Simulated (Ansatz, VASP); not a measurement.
# SiC (Moissanite 3C) in VASP and in Ansatz

```
Si C
1.0
     0.00000    2.17900    2.17900
     2.17900    0.00000    2.17900
     2.17900    2.17900    0.00000
Si C
1 1
Direct
  0.00000 0.00000 0.00000
  0.75000 0.75000 0.75000
```

Alike in both runs: task relaxation of cell and atoms; functional PBE0; k mesh 5 × 5 × 5; occupations fermi-dirac, width 0.05 eV; no spin polarisation.

|  | VASP | Ansatz |
| --- | --- | --- |
| version | VASP 6.6.1 | Ansatz 0.2.0 |
| potentials or method | VASP PAW PBE potentials, release 64 (Si, C) | Ansatz PAW |
| plane-wave cutoff (eV) | 600 | 420 |
| valence electrons in the cell | 8 | 8 |

Ansatz gave:

| Item | Value |
| --- | --- |
| gap on the k mesh at the Fermi level, each at its own relaxed structure (eV) | 3.47 |
| relaxed volume (Å³/atom) | 10.28 |
| relaxed cell length with the largest relative difference (Å) | 3.075 |

**Question.** Estimate VASP's values.

**Answer.** gap on the k mesh at the Fermi level, each at its own relaxed structure (eV): 3.50; relaxed volume (Å³/atom): 10.25; relaxed cell length with the largest relative difference (Å): 3.072.

Caveats: the k mesh is coarse (spacing up to 0.50 Å⁻¹), so the values aren't converged, least of all with exact exchange; the PAW data sets were made with another functional, which shifts forces and pressure a little (VASP); an odd mesh through Γ misses points on the zone boundary, where band edges often lie (VASP); odd divisions of the mesh miss points on the zone boundary, where band edges often lie, so the gap on the mesh can be too wide (Ansatz); the plane-wave basis is chosen anew once the cell has moved, so the energies of steps on either side of that aren't comparable (Ansatz); the PAW data sets come from PBE, with cores solved anew for the run's functional, which leaves a small shift of forces and pressure (Ansatz).
